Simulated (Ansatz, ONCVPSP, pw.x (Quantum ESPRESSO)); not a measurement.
**pw.x on sc W: one setting changed**

Potential: optimised norm-conserving Vanderbilt (ONCV), ONCVPSP 4.0.1, PBE; core [Kr] 4d10 4f14, reference 5s2 5p6 5d4 6s0.5; waves: 5s+6s: rc 1.60 bohr, ncon 4, nbas 8, qcut 7 1/bohr, 2 projectors; 5p: rc 1.65 bohr, ncon 4, nbas 8, qcut 10.6 1/bohr, 2 projectors, debl 3.6 Ha; 5d: rc 2.15 bohr, ncon 3, nbas 7, qcut 6.1 1/bohr, 2 projectors, debl 1.4 Ha; local part: polynomial inside 1.50 bohr (lpopt 5, dvloc0 2 Ha); core correction: Teter function, fcfact 2, rcfact 1.65.

The reference run (k-mesh 12³, cutoffs 85/340 Ry, Fermi–Dirac 0.01 Ry, mixing_beta 0.4, conv_thr 1e-9, no spin) gives -4.88 GPa at 18.539 Å³/atom, where all-electron LAPW gives -2.09 GPa. This run, with its own iteration cap, changes k-mesh points per axis to 4.

```
&control
  calculation='scf', prefix='x', pseudo_dir='./', outdir='./tmp', tstress=.true., disk_io='none'
/
&system
  ibrav=0, nat=1, ntyp=1, ecutwfc=85, ecutrho=340, nbnd=15,
  occupations='smearing', smearing='fd', degauss=0.01
/
&electrons
  conv_thr=1e-09, mixing_beta=0.4, electron_maxstep=60
/
ATOMIC_SPECIES
W 1.0 W.UPF
CELL_PARAMETERS angstrom
  2.64664343 0.00000000 0.00000000
  0.00000000 2.64664343 0.00000000
  0.00000000 0.00000000 2.64664343
ATOMIC_POSITIONS crystal
W 0.0000 0.0000 0.0000
K_POINTS automatic
4 4 4 0 0 0
```

```bash
pw.x < W.scf.in > W.scf.out
```

**Question.** How does the run end?

**Answer.** It converges in 9 iterations; the free energy moves by +333.9 meV/atom and the pressure by +6.14 GPa.

```
Message from routine setup:
     using ibrav=0 with symmetry is DISCOURAGED, use correct ibrav instead
     lattice parameter (alat)  =       5.0014  a.u.
     unit-cell volume          =     125.1074 (a.u.)^3
     number of electrons       =        14.00
     number of Kohn-Sham states=           15
     kinetic-energy cutoff     =      85.0000  Ry
     charge density cutoff     =     340.0000  Ry
     scf convergence threshold =      1.0E-09
     Exchange-correlation= PBE
     number of k points=    10  Fermi-Dirac smearing, width (Ry)=  0.0100
     iteration #  1     ecut=    85.00 Ry     beta= 0.40
     total energy              =    -145.05135425 Ry
     estimated scf accuracy    <       1.73680740 Ry
     iteration #  2     ecut=    85.00 Ry     beta= 0.40
     total energy              =    -145.08499268 Ry
     estimated scf accuracy    <       0.18260888 Ry
     iteration #  3     ecut=    85.00 Ry     beta= 0.40
     total energy              =    -145.12785864 Ry
     estimated scf accuracy    <       0.00304246 Ry
     iteration #  4     ecut=    85.00 Ry     beta= 0.40
     total energy              =    -145.12803568 Ry
     estimated scf accuracy    <       0.00118819 Ry
     iteration #  5     ecut=    85.00 Ry     beta= 0.40
     total energy              =    -145.12827995 Ry
     estimated scf accuracy    <       0.00000574 Ry
     iteration #  6     ecut=    85.00 Ry     beta= 0.40
     total energy              =    -145.12828201 Ry
     estimated scf accuracy    <       0.00000190 Ry
     iteration #  7     ecut=    85.00 Ry     beta= 0.40
     total energy              =    -145.12828226 Ry
     estimated scf accuracy    <       0.00000002 Ry
     iteration #  8     ecut=    85.00 Ry     beta= 0.40
     total energy              =    -145.12828226 Ry
     estimated scf accuracy    <          1.5E-09 Ry
     iteration #  9     ecut=    85.00 Ry     beta= 0.40
     the Fermi energy is    18.6388 ev
!    total energy              =    -145.12828226 Ry
     estimated scf accuracy    <          1.9E-10 Ry
     smearing contrib. (-TS)   =      -0.00275884 Ry
     The total energy is F=E-TS. E is the sum of the following terms:
     one-electron contribution =     -27.57524643 Ry
     hartree contribution      =      19.99102639 Ry
     xc contribution           =     -26.35107000 Ry
     ewald contribution        =    -111.19023339 Ry
     convergence has been achieved in   9 iterations
          total   stress  (Ry/bohr**3)                   (kbar)     P=       12.60
     Message from routine punch:
     Nothing written, as per user request (disk_io='none')
```

The run took about 2.4 s on one core of a shared host (AMD EPYC 9R14, 192 threads, 1480 GiB, load 47).
